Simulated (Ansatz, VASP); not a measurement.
# HgTe: VASP beside Ansatz

```
Hg Te
1.0
     0.00000    3.22350    3.22350
     3.22350    0.00000    3.22350
     3.22350    3.22350    0.00000
Hg Te
1 1
Cartesian
  0.0000 0.0000 0.0000
  4.8353 4.8353 4.8353
```

Alike in both runs: task single point; functional PBEsol; k mesh 14 × 14 × 14; occupations gaussian, width 0.15 eV; no spin polarisation.

|  | VASP | Ansatz |
| --- | --- | --- |
| version | VASP 6.6.1 | Ansatz 0.2.0 |
| potentials or method | VASP PAW PBE potentials, release 64 (Hg, Te) | scalar-relativistic, plane waves, PAW |
| plane-wave cutoff (eV) | 520 | 420 |
| valence electrons in the cell | 18 | 36 |

|  | VASP | Ansatz | Ansatz less VASP |
| --- | --- | --- | --- |
| gap on the k mesh at the Fermi level (eV) | none | none | - |
| pressure (GPa) | 1.4 | 1.3 | -0.12 |

A gap of «none» marks a metal or a gap that the smearing closes. The functional is the same, so the differences come from potentials, cutoffs and numerics. The two sets of potentials don't hold the same shells in valence.

Caveats: the PAW data sets were made with another functional, which shifts forces and pressure a little (VASP). Spin-orbit coupling is left out, which matters for the levels of Hg, Te.
